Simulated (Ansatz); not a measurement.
**Cd: reading a single point**

```
Cd
1.0
     0.00000    2.65343    2.65343
     2.65343    0.00000    2.65343
     2.65343    2.65343    0.00000
Cd
1
Direct
  0.00000 0.00000 0.00000
```

The numbers come from plane-wave PAW DFT (Ansatz): PBE, no spin polarisation, 420 eV, 11×11×11 Γ-centred k points, fermi-dirac occupations (width 0.1 eV). Nothing was relaxed.

What do density and ELF say about some of the short contacts?

Cd–Cd at 3.75 Å: least valence density 0.06 e/Å³ and ELF 0.14 there. These are pseudo-fields; inside the PAW spheres they differ from the all-electron ones.

What does the stress say?

The pressure is -3.3 GPa (compression positive), so with the atoms held at these fractions the cell would first shrink.

Is there a gap?

It is a metal, with about 0.3 states/eV a cell as the mean within 0.25 eV of the Fermi level.

Origin: a known structure type with other elements, at an estimated volume, so it need not be a known compound.
